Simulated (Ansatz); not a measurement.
Level of theory: DFT PBE, scalar-relativistic, plane waves, PAW in Ansatz. All cells share a 420 eV cutoff and Γ-centred k meshes spaced at most about 0.3 Å⁻¹ (about 0.25 or finer for metals, 2π included). No spin polarisation.

Each guess is relaxed in cell and atoms at zero pressure, on a coarse mesh first where it starts far from rest and then on a converged one. The steps can't lower the symmetry of the start, but it can rise. Energies are static (0 K, no zero-point motion).

Two unrelaxed guesses for Sn2Se:

A.

```cif
data_structure
_symmetry_space_group_name_H-M 'P6/mmm'
_symmetry_Int_Tables_number 191
_cell_length_a 4.4408
_cell_length_b 4.4408
_cell_length_c 4.8003
_cell_angle_alpha 90.000
_cell_angle_beta 90.000
_cell_angle_gamma 120.000
_cell_volume 81.98
loop_
_atom_site_label
_atom_site_type_symbol
_atom_site_symmetry_multiplicity
_atom_site_Wyckoff_symbol
_atom_site_fract_x
_atom_site_fract_y
_atom_site_fract_z
_atom_site_occupancy
Sn1 Sn 2 d 0.33333 0.66667 0.50000 1
Se1 Se 1 a 0.00000 0.00000 0.00000 1
```

B.

```cif
data_structure
_symmetry_space_group_name_H-M 'P4/mmm'
_symmetry_Int_Tables_number 123
_cell_length_a 4.1734
_cell_length_b 4.1734
_cell_length_c 4.8087
_cell_angle_alpha 90.000
_cell_angle_beta 90.000
_cell_angle_gamma 90.000
_cell_volume 83.76
loop_
_atom_site_label
_atom_site_type_symbol
_atom_site_symmetry_multiplicity
_atom_site_Wyckoff_symbol
_atom_site_fract_x
_atom_site_fract_y
_atom_site_fract_z
_atom_site_occupancy
Sn1 Sn 2 e 0.00000 0.50000 0.50000 1
Se1 Se 1 d 0.50000 0.50000 0.50000 1
```

Task: Which guess leads to the lower structure, and by how much?

Result: A ends lower, by 68 meV/atom. A: P6/mmm at 27.3 Å³/atom → P6/mmm at 27.3 Å³/atom; B: P4/mmm at 27.9 Å³/atom → P4/mmm at 33.8 Å³/atom. Counting Se atoms around Sn (those within 1.25 times the shortest such distance or 1.15 times the sum of covalent radii; the shortest distance is added where it is long for a bond), the end of A has Sn 6 from 3.5 Å and the end of B has Sn 2. End of A. Conventional cell: a = 5.005 Å, c = 3.774 Å. Sn has 3 Sn at 2.89 Å, 6 Se at 3.45 Å and 2 Sn at 3.77 Å; around Se lie 12 Sn at 3.45 Å and 2 Se at 3.77 Å. End of B. Conventional cell: a = 5.756 Å, c = 3.057 Å. Sn is surrounded by 2 Se at 2.88 Å and 2 Sn at 3.06 Å; around Se lie 4 Sn at 2.88 Å and 2 Se at 3.06 Å.

Ends held by symmetry can be saddle points. Neither end is the lowest form computed: that has space group P4/nmm (No. 129) and lies 0.34 eV/atom below the better end. Even the lowest of the cells shown lies +0.13 eV/atom against the elements. Some candidate types were left out of the draw beforehand, so a known form may be missing.
